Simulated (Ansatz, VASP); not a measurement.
## Sr in VASP and in Ansatz

INCAR

```
SYSTEM = Sr
ALGO = Normal
EDIFF = 1E-6
EDIFFG = -0.01
ENCUT = 600
GGA = PS
IBRION = 2
ISIF = 3
ISMEAR = 0
LASPH = .True.
LCHARG = .False.
LREAL = .False.
LWAVE = .False.
NELM = 60
NSW = 80
PREC = Accurate
SIGMA = 0.1
```

The input KPOINTS:

```
k-points
0
Gamma
  12 12 12
  0 0 0
```

The input POSCAR:

```
Sr
1.0
   -2.3291776281      2.3291776281      2.3291776281
    2.3291776281     -2.3291776281      2.3291776281
    2.3291776281      2.3291776281     -2.3291776281
Sr
1
Direct
    0.0000000000      0.0000000000      0.0000000000
```

Input for Ansatz:

```yaml
crystal:
  lattice:
    - [-2.3291776281, 2.3291776281, 2.3291776281]
    - [2.3291776281, -2.3291776281, 2.3291776281]
    - [2.3291776281, 2.3291776281, -2.3291776281]
  atoms:
    - { symbol: Sr, position: [0.0, 0.0, 0.0] }
basis:
  ecutwfc: 420
kpoints:
  mp_grid: { grid: [12, 12, 12] }
hamiltonian:
  xc: pbesol
scf:
  occupations: { method: gaussian, width: 0.1 }
output:
  forces: true
  stress: true
  eigenvalues: true
relax:
  adjacent_minimum: "off"
  f_tol: 0.01
  max_steps: 60
  cell: { stress_tol: 0.1 }
```

Alike in both runs: task relaxation of cell and atoms; functional PBEsol; k mesh 12 × 12 × 12; occupations gaussian, width 0.1 eV; no spin polarisation.

|  | VASP | Ansatz |
| --- | --- | --- |
| version | VASP 6.6.1 | Ansatz 0.2.0 |
| potentials or method | VASP PAW PBE potentials, release 64 (Sr_sv) | scalar-relativistic, plane waves, PAW |
| plane-wave cutoff (eV) | 600 | 420 |
| valence electrons in the cell | 10 | 10 |

|  | VASP | Ansatz | Ansatz less VASP |
| --- | --- | --- | --- |
| gap on the k mesh at the Fermi level, each at its own relaxed structure (eV) | none | none | - |
| relaxed volume (Å³/atom) | 50.98 | 50.54 | -0.439 |
| relaxed cell length with the largest relative difference (Å) | 4.046 | 4.034 | -0.0116 |

A gap of «none» marks a metal or a gap that the smearing closes.

Caveats: the PAW data sets were made with another functional, which shifts forces and pressure a little (VASP).
